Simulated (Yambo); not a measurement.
# SiC (Moissanite 3C) (F-43m) in Yambo: settings compared

The runs below take SiC (Moissanite 3C) through optical spectrum, G0W0 quasiparticle levels, with PBEsol, LDA.

Everything below comes from runs of Yambo 5.3.0. Logs are shortened: lines on timing, memory, paths and dates and some standing lists are left out, and cuts for length are marked.

**Measured values to compare with.**

“Insight into the structural, elastic and electronic properties of a new orthorhombic 6O-SiC polytype”, 2020, pmc:7200658 quotes, for a bulk crystal of SiC: band gap 2.4 eV (indirect).

How close the calculation comes is told below.

## Step 1: The crystal as given

Symmetry: F-43m, No. 216, cubic system. Conventional cell: a = 4.358 Å, b = 4.358 Å, c = 4.358 Å, α = 90.00°, β = 90.00°, γ = 90.00°. Around Si (site symmetry -43m) lie 4 C at 1.89 Å. C (site symmetry -43m) has 4 Si at 1.89 Å as nearest neighbours.

## Step 2: Optical spectrum, PBEsol

The input, optics4.in:

```
optics
chi
Chimod= "HARTREE"
% BndsRnXd
 1 | 29 |
%
NGsBlkXd= 4 Ry
% LongDrXd
 0 | 1 | 0 |
%
% QpntsRXd
 1 | 1 |
%
% EnRngeXd
 0 | 30 | eV
%
% DmRngeXd
 0.2 | 0.2 | eV
%
ETStpsXd= 300
```

The input, scf.in:

```
&CONTROL
  calculation = 'scf'
  prefix = 'pwscf'
  outdir = './tmp'
  pseudo_dir = './pseudo'
/
&SYSTEM
  ibrav = 0
  nat = 2
  ntyp = 2
  ecutwfc = 82
  nbnd = 9
  occupations = 'smearing'
  smearing = 'fd'
  degauss = 0.00367493
  force_symmorphic = .true.
/
&ELECTRONS
  conv_thr = 4d-10
  electron_maxstep = 120
  mixing_beta = 0.5
/
ATOMIC_SPECIES
Si    28.0850 Si.upf
C     12.0110 C.upf
CELL_PARAMETERS bohr
   0.0000000000    4.1177132256    4.1177132256
   4.1177132256    0.0000000000    4.1177132256
   4.1177132256    4.1177132256    0.0000000000
ATOMIC_POSITIONS bohr
Si     0.0000000000    0.0000000000    0.0000000000
C      6.1765698383    6.1765698383    6.1765698383
K_POINTS automatic
18 18 18 0 0 0
```

The input, nscf.in:

```
&CONTROL
  calculation = 'nscf'
  prefix = 'pwscf'
  outdir = './tmp'
  pseudo_dir = './pseudo'
/
&SYSTEM
  ibrav = 0
  nat = 2
  ntyp = 2
  ecutwfc = 82
  nbnd = 29
  occupations = 'fixed'
  force_symmorphic = .true.
/
&ELECTRONS
  conv_thr = 1d-08
  diago_full_acc = .true.
  diago_thr_init = 1d-06
/
ATOMIC_SPECIES
Si    28.0850 Si.upf
C     12.0110 C.upf
CELL_PARAMETERS bohr
   0.0000000000    4.1177132256    4.1177132256
   4.1177132256    0.0000000000    4.1177132256
   4.1177132256    4.1177132256    0.0000000000
ATOMIC_POSITIONS bohr
Si     0.0000000000    0.0000000000    0.0000000000
C      6.1765698383    6.1765698383    6.1765698383
K_POINTS automatic
18 18 18 0 0 0
```

Potentials or basis: PseudoDojo 0.4.1 SR PBEsol standard.

Command:

```bash
OMP_NUM_THREADS=1 pw.x -in scf.in > scf.out
OMP_NUM_THREADS=1 pw.x -in nscf.in > nscf.out
cd tmp/pwscf.save; p2y; mv SAVE ../..; cd ../..
OMP_NUM_THREADS=1 yambo
OMP_NUM_THREADS=1 yambo -F optics4.in -J optics4 -C optics4_out
```

Yambo's report:

```text
[... sections 02.01 to 02.04 as in the set-up run ...]

  [02.05] Energies & Occupations
  ==============================

  [X] === General ===
  [X] Electronic Temperature                        :  0.000000  0.000000 [eV K]
  [X] Bosonic    Temperature                        :  0.000000  0.000000 [eV K]
  [X] Finite Temperature mode                       : no
  [X] El. density                                   :  0.38662E+24 [cm-3]
  [X] Fermi Level                                   :  9.438255 [eV]

  [X] === Gaps and Widths ===
  [X] Conduction Band Min                           :  1.240611 [eV]
  [X] Valence Band Max                              :  0.000000 [eV]
  [X] Filled Bands                                  :   4
  [X] Empty Bands                                   :   5  29
  [X] Direct Gap                                    :  4.458149 [eV]
  [X] Direct Gap localized at k                     :   91
  [X] Indirect Gap                                  :  1.240611 [eV]
  [X] Indirect Gap between kpts                     :    1   91
  [X] Last valence band width                       :  4.718318 [eV]
  [X] 1st conduction band width                     :  5.713708 [eV]

 [03] Transferred momenta grid and indexing
 ==========================================

 IBZ Q-points                                      :  195
 BZ  Q-points                                      :   5832

 K/Q-points units:
 rlu = crystal or reduced units; cc = cartesian coordinates; iku = interal k-units

 Q [  1]        [rlu]:  0.000000  0.000000  0.000000
 Q [  2]        [rlu]: -0.41758E-17 -0.41758E-17  0.55556E-01
 Q [  3]        [rlu]:  0.33703E-17  0.33703E-17  0.11111
 Q [  4]        [rlu]: -0.16480E-17 -0.16480E-17  0.16667
 Q [  5]        [rlu]: -0.16703E-16 -0.16703E-16  0.22222
 Q [  6]        [rlu]:  0.74472E-17  0.74472E-17  0.27778
[... 42 lines left out ...]
 Q [ 49]        [rlu]:  0.90957E-17  0.16667      0.50000
 Q [ 50]        [rlu]:  0.24546E-16  0.16667     -0.44444

 Remaining 145 points informations can be written running with -fatlog

 [04] Dipoles
 ============

  [04.01] Setup: observables and procedures
  =========================================

  [WF-Oscillators/G space/Transverse up loader] Normalization (few states)  min/max  :  0.22372E-16   1.0000

  [WR./optics4//ndb.dipoles]------------------------------------------------------
   Brillouin Zone Q/K grids (IBZ/BZ)                :    195   5832    195   5832
   RL vectors                                       :  2397 [WF]
   Fragmentation                                    : yes
   Electronic Temperature                           :  0.000000 [K]
   Bosonic    Temperature                           :  0.000000 [K]
   DIP band range                                   :   1  29
   DIP band range limits                            :   4   5
   DIP e/h energy range                             : -1.000000 -1.000000 [eV]
   RL vectors in the sum                            :  2397
   [r,Vnl] included                                 : yes
   Bands ordered                                    : yes
   Direct v evaluation                              : no
   Approach used                                    : G-space v
   Dipoles computed                                 : R V P [G-space]
   Wavefunctions                                    : Perdew, Burke & Ernzerhof SOL(X)+Perdew, Burke & Ernzerhof SOL(C)

  [WARNING] [r,Vnl^pseudo] included in position and velocity dipoles.

  [WARNING] In case H contains other non local terms, these are neglected

 [05] Optics
 ===========

 [X-CG] R(p) Tot o/o(of R):    17076   583200      100
```

It took 80 s on 1 thread of Intel Xeon 6975P-C (Granite Rapids), shared host; peak memory 1 GiB.

What came out:

| Item | Value |
| --- | --- |
| Band gap on the k mesh, mean-field level | 1.24 eV, indirect (least direct gap 4.46 eV) |
| Absorption peak | 6.82 eV |
| Electronic dielectric constant along the field | 6.82 |
| Electronic dielectric constant along the field, independent particles | 7.32 |
| Peak of the energy-loss function | 21.8 eV |

Dielectric function (along the field direction of the input):
| energy (eV) | real part | imaginary part |
| --- | --- | --- |
| 0.30 | 6.83 | 0.15 |
| 1.30 | 7.02 | 0.17 |
| 2.31 | 7.49 | 0.22 |
| 3.31 | 8.46 | 0.34 |
| 4.41 | 11.11 | 1.28 |
| 5.42 | 13.25 | 5.62 |
| 6.42 | 12.51 | 14.66 |
| 7.53 | 0.52 | 11.05 |
| 8.53 | -1.27 | 10.67 |
| 9.53 | -3.31 | 7.18 |
| 10.64 | -2.69 | 4.26 |
| 11.64 | -2.86 | 2.87 |
| 12.64 | -2.15 | 2.53 |
| 13.75 | -1.73 | 1.59 |
| 14.75 | -1.41 | 1.43 |
| 15.75 | -1.33 | 1.12 |
| 16.86 | -0.97 | 0.75 |
| 17.86 | -0.67 | 0.58 |
| 18.86 | -0.53 | 0.47 |
| 19.97 | -0.29 | 0.32 |

Energy-loss function:
```json
{"energy (eV)": "0.0", "loss": "0.003"}
{"energy (eV)": "1.3", "loss": "0.003"}
{"energy (eV)": "2.6", "loss": "0.004"}
{"energy (eV)": "3.9", "loss": "0.006"}
{"energy (eV)": "5.2", "loss": "0.025"}
{"energy (eV)": "6.5", "loss": "0.041"}
{"energy (eV)": "7.8", "loss": "0.102"}
{"energy (eV)": "9.1", "loss": "0.098"}
{"energy (eV)": "10.4", "loss": "0.145"}
{"energy (eV)": "11.7", "loss": "0.186"}
{"energy (eV)": "13.0", "loss": "0.227"}
{"energy (eV)": "14.3", "loss": "0.327"}
{"energy (eV)": "15.7", "loss": "0.382"}
{"energy (eV)": "17.0", "loss": "0.508"}
{"energy (eV)": "18.3", "loss": "0.792"}
{"energy (eV)": "19.6", "loss": "1.268"}
{"energy (eV)": "20.9", "loss": "2.898"}
{"energy (eV)": "22.2", "loss": "3.571"}
{"energy (eV)": "23.5", "loss": "3.040"}
{"energy (eV)": "24.8", "loss": "2.871"}
{"energy (eV)": "26.1", "loss": "1.537"}
{"energy (eV)": "27.4", "loss": "0.699"}
{"energy (eV)": "28.7", "loss": "0.507"}
{"energy (eV)": "30.0", "loss": "0.445"}
```

Caveat: these spectra lack excitons.

## Step 3: Optical spectrum, PBEsol

The input, optics5.in:

```
optics
chi
tddft
Chimod= "LRC"
% BndsRnXd
 1 | 29 |
%
NGsBlkXd= 4 Ry
% LongDrXd
 0 | 1 | 0 |
%
% QpntsRXd
 1 | 1 |
%
% EnRngeXd
 0 | 30 | eV
%
% DmRngeXd
 0.1 | 0.1 | eV
%
ETStpsXd= 200
LRC_alpha= -0.3
```

scf.in is that of step 2.

nscf.in is that of step 2.

Potentials or basis: PseudoDojo 0.4.1 SR PBEsol standard.

Command:

```bash
OMP_NUM_THREADS=1 pw.x -in scf.in > scf.out
OMP_NUM_THREADS=1 pw.x -in nscf.in > nscf.out
cd tmp/pwscf.save; p2y; mv SAVE ../..; cd ../..
OMP_NUM_THREADS=1 yambo
OMP_NUM_THREADS=1 yambo -F optics5.in -J optics5 -C optics5_out
```

Yambo's report:

```text
[... sections 02.01 to 02.04 as in the set-up run ...]

  [02.05] Energies & Occupations
  ==============================

  [X] === General ===
  [X] Electronic Temperature                        :  0.000000  0.000000 [eV K]
  [X] Bosonic    Temperature                        :  0.000000  0.000000 [eV K]
  [X] Finite Temperature mode                       : no
  [X] El. density                                   :  0.38662E+24 [cm-3]
  [X] Fermi Level                                   :  9.438255 [eV]

  [X] === Gaps and Widths ===
  [X] Conduction Band Min                           :  1.240611 [eV]
  [X] Valence Band Max                              :  0.000000 [eV]
  [X] Filled Bands                                  :   4
  [X] Empty Bands                                   :   5  29
  [X] Direct Gap                                    :  4.458149 [eV]
  [X] Direct Gap localized at k                     :   91
  [X] Indirect Gap                                  :  1.240611 [eV]
  [X] Indirect Gap between kpts                     :    1   91
  [X] Last valence band width                       :  4.718318 [eV]
  [X] 1st conduction band width                     :  5.713708 [eV]

 [03] Transferred momenta grid and indexing
 ==========================================

 IBZ Q-points                                      :  195
 BZ  Q-points                                      :   5832

 K/Q-points units:
 rlu = crystal or reduced units; cc = cartesian coordinates; iku = interal k-units

 Q [  1]        [rlu]:  0.000000  0.000000  0.000000
 Q [  2]        [rlu]: -0.41758E-17 -0.41758E-17  0.55556E-01
 Q [  3]        [rlu]:  0.33703E-17  0.33703E-17  0.11111
 Q [  4]        [rlu]: -0.16480E-17 -0.16480E-17  0.16667
 Q [  5]        [rlu]: -0.16703E-16 -0.16703E-16  0.22222
 Q [  6]        [rlu]:  0.74472E-17  0.74472E-17  0.27778
[... 42 lines left out ...]
 Q [ 49]        [rlu]:  0.90957E-17  0.16667      0.50000
 Q [ 50]        [rlu]:  0.24546E-16  0.16667     -0.44444

 Remaining 145 points informations can be written running with -fatlog

 [04] Dipoles
 ============

  [04.01] Setup: observables and procedures
  =========================================

  [WF-Oscillators/G space/Transverse up loader] Normalization (few states)  min/max  :  0.22372E-16   1.0000

  [WR./optics5//ndb.dipoles]------------------------------------------------------
   Brillouin Zone Q/K grids (IBZ/BZ)                :    195   5832    195   5832
   RL vectors                                       :  2397 [WF]
   Fragmentation                                    : yes
   Electronic Temperature                           :  0.000000 [K]
   Bosonic    Temperature                           :  0.000000 [K]
   DIP band range                                   :   1  29
   DIP band range limits                            :   4   5
   DIP e/h energy range                             : -1.000000 -1.000000 [eV]
   RL vectors in the sum                            :  2397
   [r,Vnl] included                                 : yes
   Bands ordered                                    : yes
   Direct v evaluation                              : no
   Approach used                                    : G-space v
   Dipoles computed                                 : R V P [G-space]
   Wavefunctions                                    : Perdew, Burke & Ernzerhof SOL(X)+Perdew, Burke & Ernzerhof SOL(C)

  [WARNING] [r,Vnl^pseudo] included in position and velocity dipoles.

  [WARNING] In case H contains other non local terms, these are neglected

 [05] Optics
 ===========

 [X-CG] R(p) Tot o/o(of R):    17076   583200      100
```

o-optics5.eel_q1_inv_LRC_dyson:

```text
# Electron Energy Loss @ Q(1):   0.00000000      1.00000000      0.00000000    [q->0 direction]
#
# [ X ] Hartree size                              :  27
# [GEN] GF Energies                               : Perdew, Burke & Ernzerhof SOL(X)+Perdew, Burke & Ernzerhof SOL(C)
# [GEN] Green`s Function                          : T-ordered
#
# [GEN] Gauge                                     : Length
# [GEN] [r,Vnl] included                          : yes
#
#    E[1] [eV]          Im(eel)            Re(eel)            Im(eel_o)          Re(eel_o)
#
        0.000000           0.001690          -0.128684           0.001599          -0.136513
        0.150754           0.001691          -0.128628           0.001600          -0.136461
        0.301508           0.001695          -0.128460           0.001603          -0.136304
        0.452261           0.001701          -0.128180           0.001609          -0.136042
        0.603015           0.001710          -0.127787           0.001617          -0.135675
        0.753769           0.001721          -0.127281           0.001628          -0.135202
[... 192 lines left out ...]
        29.84925           0.444447          -1.905296           0.601099          -2.032041
        30.00000           0.400716          -1.877635           0.537787          -1.961484
#
```

Wall time 76 s (1 thread of Intel Xeon 6975P-C (Granite Rapids), shared host); peak memory 1 GiB.

What came out:

| Item | Value |
| --- | --- |
| Band gap on the k mesh, mean-field level | 1.24 eV, indirect (least direct gap 4.46 eV) |
| Absorption peak | 6.48 eV |
| Electronic dielectric constant along the field | 7.77 |
| Electronic dielectric constant along the field, independent particles | 7.32 |
| Peak of the energy-loss function | 21.4 eV |

Dielectric function (along the field direction of the input):
```csv
energy (eV),real part,imaginary part
0.30,7.78,0.10
0.75,7.86,0.11
1.21,7.99,0.11
1.81,8.30,0.13
2.26,8.65,0.15
2.71,9.13,0.18
3.32,10.11,0.26
3.77,11.28,0.38
4.22,13.36,0.75
4.82,16.52,4.35
5.28,16.83,9.32
5.73,16.23,15.07
6.33,10.34,23.16
6.78,-3.97,20.17
7.24,-3.81,9.85
7.84,0.57,8.27
8.29,-3.61,9.74
8.74,-3.96,8.64
9.35,-4.40,5.38
9.80,-4.13,5.28
10.25,-4.32,3.65
10.85,-2.99,3.96
11.31,-3.71,2.94
11.76,-2.49,2.19
12.36,-1.90,2.20
12.81,-1.88,2.01
13.27,-2.15,1.64
13.87,-1.47,1.36
14.32,-1.45,1.24
14.77,-1.32,1.22
15.38,-1.27,1.05
15.83,-1.32,0.87
16.28,-1.05,0.78
16.88,-0.91,0.66
17.34,-0.78,0.52
17.79,-0.63,0.52
18.39,-0.55,0.45
18.84,-0.53,0.43
19.30,-0.41,0.36
19.90,-0.26,0.26
```

Energy-loss function:
```json
{"energy (eV)": "0.0", "loss": "0.002"}
{"energy (eV)": "1.4", "loss": "0.002"}
{"energy (eV)": "2.6", "loss": "0.002"}
{"energy (eV)": "3.9", "loss": "0.003"}
{"energy (eV)": "5.3", "loss": "0.025"}
{"energy (eV)": "6.5", "loss": "0.036"}
{"energy (eV)": "7.8", "loss": "0.120"}
{"energy (eV)": "9.2", "loss": "0.096"}
{"energy (eV)": "10.4", "loss": "0.142"}
{"energy (eV)": "11.8", "loss": "0.199"}
{"energy (eV)": "13.1", "loss": "0.218"}
{"energy (eV)": "14.3", "loss": "0.341"}
{"energy (eV)": "15.7", "loss": "0.390"}
{"energy (eV)": "16.9", "loss": "0.522"}
{"energy (eV)": "18.2", "loss": "0.794"}
{"energy (eV)": "19.6", "loss": "1.380"}
{"energy (eV)": "20.8", "loss": "3.497"}
{"energy (eV)": "22.2", "loss": "3.832"}
{"energy (eV)": "23.5", "loss": "3.023"}
{"energy (eV)": "24.7", "loss": "2.891"}
{"energy (eV)": "26.1", "loss": "1.419"}
{"energy (eV)": "27.4", "loss": "0.583"}
{"energy (eV)": "28.6", "loss": "0.442"}
{"energy (eV)": "30.0", "loss": "0.401"}
```

Caveat: the long-range kernel's strength is typed, not fitted to the crystal's screening; independent-particle spectra lack excitons. Expect the measured gap to be larger: semilocal functionals such as PBEsol lack the derivative discontinuity.

(Part 1 of 3 ends here.)
